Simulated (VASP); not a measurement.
# SiNi (Pnma) in VASP: a series of runs, part 2 of 4

VASP 6.6.1. Earlier steps stand in the parts before.

### Step 3. Relaxation of cell and atoms, LDA

This run uses another cell than the first one, of 11.53 Å³/atom, 0.953 times its volume.

INCAR

```
SYSTEM = SiNi
PREC     = Accurate       ! precision mode
ENCUT    = 600            ! plane-wave cutoff, eV
EDIFF    = 1E-7           ! SCF threshold, eV
ISMEAR   = 1              ! smearing method
SIGMA    = 0.1            ! smearing width, eV
LREAL    = .False.        ! projectors in reciprocal space
LASPH    = .True.         ! aspherical terms in the spheres
NELM     = 80             ! most SCF steps
ALGO     = Normal         ! electronic algorithm
ISIF     = 3              ! what is computed and relaxed
LWAVE    = .False.        ! write WAVECAR
LCHARG   = .False.        ! write CHGCAR
IBRION   = 2              ! ionic algorithm
NSW      = 90             ! ionic steps
EDIFFG   = -0.005         ! ionic threshold
KPAR     = 4
```

KPOINTS

```
Automatic mesh
0
Gamma
  8 12 8
  0 0 0
```

POSCAR

```
SiNi                                    
1.0
    5.0444031498     -0.0000000000      0.0000000000
   -0.0000000000      3.3377927104      0.0000000000
    0.0000000000      0.0000000000      5.4767105301
  Si              Ni            
     4     4
Direct
     0.3200139077615282    0.7500000000000000    0.0873505880115758
     0.1799860922384719    0.2500000000000000    0.5873505880115756
     0.8200139077615282    0.7500000000000000    0.4126494119884243
     0.6799860922384718    0.2500000000000000    0.9126494119884244
     0.0092781463006512    0.2500000000000000    0.1878223408705816
     0.4907218536993487    0.7500000000000000    0.6878223408705816
     0.5092781463006512    0.2500000000000000    0.3121776591294185
     0.9907218536993488    0.7500000000000000    0.8121776591294184
```

Potentials or basis: VASP PAW LDA potentials, release 64 (Si, Ni).

Command:

```bash
$ cat potpaw_LDA.64/Si/POTCAR potpaw_LDA.64/Ni/POTCAR > POTCAR
$ mpirun -np 4 vasp_std > vasp.out
```

OUTCAR:

```text
SYSTEM = SiNi
   PREC = Accurate
   ENCUT = 600
   EDIFF = 1E-7
   ISMEAR = 1
   LREAL = .False.
   LASPH = .True.
   NELM = 80
   ISIF = 3
   IBRION = 2
   NSW = 90
   EDIFFG = -0.005

 ion  position               nearest neighbor table
   1  0.320  0.750  0.087-   8 2.24   7 2.28   7 2.28   6 2.35   5 2.35   5 2.35   4 2.65   4 2.65
                             3 3.09   3 3.09
   2  0.180  0.250  0.587-   7 2.24   8 2.28   8 2.28   5 2.35   6 2.35   6 2.35   3 2.65   3 2.65
                             4 3.09   4 3.09
   3  0.820  0.750  0.413-   6 2.24   5 2.28   5 2.28   8 2.35   7 2.35   7 2.35   2 2.65   2 2.65
                             1 3.09   1 3.09
   4  0.680  0.250  0.913-   5 2.24   6 2.28   6 2.28   7 2.35   8 2.35   8 2.35   1 2.65   1 2.65
                             2 3.09   2 3.09
   5  0.009  0.250  0.188-   4 2.24   3 2.28   3 2.28   2 2.35   1 2.35   1 2.35   7 2.61   7 2.61
                             8 2.65   8 2.65
   6  0.491  0.750  0.688-   3 2.24   4 2.28   4 2.28   1 2.35   2 2.35   2 2.35   8 2.61   8 2.61
                             7 2.65   7 2.65
   7  0.509  0.250  0.312-   2 2.24   1 2.28   1 2.28   4 2.35   3 2.35   3 2.35   5 2.61   5 2.61
                             6 2.65   6 2.65
   8  0.991  0.750  0.812-   1 2.24   2 2.28   2 2.28   3 2.35   4 2.35   4 2.35   6 2.61   6 2.61
                             5 2.65   5 2.65

  LATTYP: Found a simple orthorhombic cell.
 ALAT       =     3.3377927104
 B/A-ratio  =     1.5112991092
 C/A-ratio  =     1.6408180511

  Lattice vectors:

 A1 = (   0.0000000000,  -3.3377927104,   0.0000000000)
 A2 = (   5.0444031498,   0.0000000000,   0.0000000000)
 A3 = (   0.0000000000,   0.0000000000,   5.4767105301)

Analysis of symmetry for initial positions (statically):
=====================================================================
 Subroutine PRICEL returns:
 Original cell was already a primitive cell.

 Routine SETGRP: Setting up the symmetry group for a
 simple orthorhombic supercell.

 Subroutine GETGRP returns: Found  8 space group operations
 (whereof  2 operations were pure point group operations)
 out of a pool of  8 trial point group operations.

The static configuration has the point symmetry S_2 .
 The point group associated with its full space group is D_2h.

Analysis of symmetry for dynamics (positions and initial velocities):
=====================================================================
 Subroutine PRICEL returns:
 Original cell was already a primitive cell.

 Routine SETGRP: Setting up the symmetry group for a
 simple orthorhombic supercell.

 Subroutine GETGRP returns: Found  8 space group operations
 (whereof  2 operations were pure point group operations)
 out of a pool of  8 trial point group operations.

The dynamic configuration has the point symmetry S_2 .
 The point group associated with its full space group is D_2h.

 Subroutine INISYM returns: Found  8 space group operations
 (whereof  2 operations are pure point group operations),
 and found     1 'primitive' translations

----------------------------------------------------------------------------------------

                                     Primitive cell

  volume of cell :      92.2123

  direct lattice vectors                    reciprocal lattice vectors
     5.044403150  0.000000000  0.000000000     0.198239508  0.000000000  0.000000000
     0.000000000  3.337792710  0.000000000     0.000000000  0.299599192  0.000000000
[... 79 lines left out ...]
   k-points           NKPTS =    175   k-points in BZ     NKDIM =    175   number of bands    NBANDS=     33
   number of dos      NEDOS =    301   number of ions     NIONS =      8
   total plane-waves  NPLWV =  53760
   dimension x,y,z NGX =    40 NGY =   28 NGZ =   48
   dimension x,y,z NGXF=    80 NGYF=   56 NGZF=   96
   ions per type =               4   4
   NGX,Y,Z   is equivalent  to a cutoff of  13.18, 13.95, 14.57 a.u.
   NGXF,Y,Z  is equivalent  to a cutoff of  26.37, 27.89, 29.14 a.u.
 SYSTEM =  SiNi
   PREC   = accura    normal or accurate (medium, high low for compatibility)
   ISTART =      0    job   : 0-new  1-cont  2-samecut
   ICHARG =      2    charge: 1-file 2-atom 10-const
   ISPIN  =      1    spin polarized calculation?
   LNONCOLLINEAR =      F non collinear calculations
   LSORBIT =      F    spin-orbit coupling
   LASPH  =      T    aspherical Exc in radial PAW
   ENCUT  =  600.0 eV  44.10 Ry    6.64 a.u.  10.07  6.67 10.94*2*pi/ulx,y,z
   NELM   =     80;   NELMIN=  2; NELMDL= -5     # of ELM steps
   EDIFF  = 0.1E-06   stopping-criterion for ELM
   LREAL  =      F    real-space projection
   EDIFFG = -.5E-02   stopping-criterion for IOM
   NSW    =     90    number of steps for IOM
   IBRION =      2    ionic relax: 0-MD 1-quasi-New 2-CG
   NFREE  =      1    steps in history (QN), initial steepest desc. (CG)
   ISIF   =      3    stress and relaxation
   ISYM   =      2    0-nonsym 1-usesym 2-fastsym
   POTIM  = 0.5000    time-step for ionic-motion
   TEBEG  =    0.0;   TEEND  =   0.0 temperature during run
   PSTRESS=    0.0 pullay stress
   NELECT =      56.0000    total number of electrons
   NUPDOWN=      -1.0000    fix difference up-down
   EMIN   =  10.00;   EMAX   =-10.00  energy-range for DOS
   EFERMI =   0.00;   METHOD = LEGACY
   ISMEAR =     1;   SIGMA  =   0.10  broadening in eV -4-tet -1-fermi 0-gaus
   EFERMI_NEDOS =   21; number of points for ismear=-14 and -15
   IALGO  =     38    algorithm
   IMIX   =      4    mixing-type and parameters
     AMIX     =   0.40;   BMIX     =  1.00
     AMIX_MAG =   1.60;   BMIX_MAG =  1.00
  volume/ion in A,a.u.               =      11.53        77.78
  Fermi-wavevector in a.u.,A,eV,Ry     =   1.386355  2.619832 26.150137  1.921981
  Thomas-Fermi vector in A             =   2.510679
   LORBIT       =      0    0 simple, 1 ext, 2 COOP (PROOUT), +10 PAW based schemes
   GGA     = CA    functional components
   LHFCALC =     F    Hartree Fock is set to
   AEXX    =    0.0000 exact exchange contribution
   IVDW    =     0    specifies the selected vdW correction
   LEPSILON=     F    determine dielectric tensor
   LRPA    =     F    only Hartree local field effects (RPA)
 conjugate gradient relaxation of ions
 non-spin polarized calculation
 Methfessel and Paxton  Order N= 1 SIGMA  =   0.10
  energy-cutoff  :      600.00
  volume of cell :       92.21
 maximum number of plane-waves:      3124
   NGX = 21   NGY = 13   NGZ = 21

--------------------------------------- Ionic step        1  -------------------------------------------

 number of electron      56.0000014 magnetization

 Free energy of the ion-electron system (eV)
  ---------------------------------------------------
  ext. energy  EPLUGINS =         0.00000000
  ---------------------------------------------------
  free energy    TOTEN  =       -55.07151760 eV

  energy without entropy =      -55.07268613  energy(sigma->0) =      -55.07190711

------------------------ aborting loop because EDIFF is reached ----------------------------------------

  FORCE on cell =-STRESS in cart. coord.  units (eV):
  Direction    XX          YY          ZZ          XY          YZ          ZX
  --------------------------------------------------------------------------------------
  -------------------------------------------------------------------------------------
  Total        0.0636451      0.0501279      0.0386116      0.0000000      0.0000000      0.0000000
  in kB        1.1058259      0.8709659      0.6708709      0.0000000      0.0000000      0.0000000
  external PRESSURE =       0.8825542 kB  Pullay stress =       0.0000000 kB
[... 71 lines left out ...]
--------------------------------------- Ionic step        3  -------------------------------------------

 number of electron      56.0000014 magnetization

 Free energy of the ion-electron system (eV)
  ---------------------------------------------------
  ext. energy  EPLUGINS =         0.00000000
  ---------------------------------------------------
  free energy    TOTEN  =       -55.07153714 eV

  energy without entropy =      -55.07270927  energy(sigma->0) =      -55.07192785

 E-fermi :  11.0317     XC(G=0): -12.6511

 val. band max:       11.0285730029   @ k =   0.2500   0.2500   0.2500
 cond. band min:      11.0410227916   @ k =   0.0000   0.4167   0.2500
 fundamental gap:      0.0124497887
 Fermi energy:        11.0316887614

 k-point     1 :       0.0000    0.0000    0.0000
  band No.  band energies     occupation
      1      -2.3278      2.00000
      2       1.2877      2.00000
      3       2.3812      2.00000
      4       3.1074      2.00000
      5       4.2377      2.00000
      6       4.7557      2.00000
[... 853 lines left out ...]
     32      12.7772     -0.00000
     33      13.6371      0.00000

 [... further k-points ...]
[... 5 lines left out ...]
  --------------------------------------------------------------------------------------
  -------------------------------------------------------------------------------------
  Total       -0.0088845     -0.0112384     -0.0210509     -0.0000000      0.0000000      0.0000000
  in kB       -0.1542802     -0.1951545     -0.3655494     -0.0000000      0.0000000      0.0000000
  external PRESSURE =      -0.2383280 kB  Pullay stress =       0.0000000 kB
[... 23 lines left out ...]
  FREE ENERGIE OF THE ION-ELECTRON SYSTEM (eV)
  ---------------------------------------------------
  free  energy   TOTEN  =       -55.0715371358 eV

  energy  without entropy=      -55.0727092737  energy(sigma->0) =      -55.07192785

 reached required accuracy - stopping structural energy minimisation
```

It took 7.5 min on 4 MPI ranks of Intel Xeon Platinum 8488C (Sapphire Rapids), shared host; peak memory 0.57 GiB.

Results:

- Free energy: -55.0715 eV
- Relaxed volume: 11.53 Å³/atom
- Relaxed cell: a = 5.046 Å, b = 3.338 Å, c = 5.477 Å, α = 90.00°, β = 90.00°, γ = 90.00°
- Space group after relaxing (to 0.05 Å): Pnma (No. 62)
- Energy gained by relaxing: 0.0 meV/atom
- Ionic steps: 3
- Pressure after relaxing: 0.0 GPa
- Largest force after relaxing: 0.004 eV/Å
- Band gap on the k mesh: none (metal or under the smearing width)

Forces in eV/Å, atoms in the order of the input:
```
Si   0.000  0.000  0.000
Si   0.000  0.000  0.000
Si   0.000  0.000  0.000
Si   0.000  0.000  0.000
Ni   0.004  0.000  0.000
Ni  -0.004  0.000  0.000
Ni   0.004  0.000  0.000
Ni  -0.004  0.000  0.000
```

Final structure:
```
CELL_PARAMETERS angstrom
5.04560 0.00000 0.00000
0.00000 3.33841 0.00000
0.00000 0.00000 5.47750
ATOMIC_POSITIONS crystal
Si 0.32002 0.75000 0.08736
Si 0.17998 0.25000 0.58736
Si 0.82002 0.75000 0.41264
Si 0.67998 0.25000 0.91264
Ni 0.00932 0.25000 0.18781
Ni 0.49068 0.75000 0.68781
Ni 0.50932 0.25000 0.31219
Ni 0.99068 0.75000 0.81219
```

Levels at points of the mesh, in eV from the Fermi level:
```tsv
k point	band 24	band 25	band 26	band 27	band 28	band 29	band 30	band 31	band 32	band 33
(0.00, 0.00, 0.00)	-2.14	-1.86	-1.36	-1.21	-0.98	0.70	1.46	3.43	3.82	4.08
(0.50, 0.00, 0.00)	-2.18	-1.98	-1.98	1.00	1.00	1.14	1.14	3.79	3.79	4.79
(0.00, 0.50, 0.00)	-2.32	-2.08	-2.08	-1.51	-1.51	-0.63	-0.63	2.12	2.12	2.67
(0.50, 0.50, 0.00)	-2.27	-1.83	-1.83	-1.83	-1.83	0.51	0.51	0.51	0.51	4.43
(0.00, 0.00, 0.50)	-2.23	-1.46	-1.46	-0.20	-0.20	0.84	0.84	3.44	3.44	4.53
(0.50, 0.00, 0.50)	-2.23	-0.97	-0.97	0.87	0.87	2.37	2.37	2.65	2.65	3.03
(0.00, 0.50, 0.50)	-2.19	-2.16	-2.16	-1.82	-1.82	0.20	0.20	1.43	1.43	2.42
(0.50, 0.50, 0.50)	-2.38	-2.05	-2.05	-2.05	-2.05	2.71	2.71	2.71	2.71	3.70
```

(Continued in part 3 of 4.)
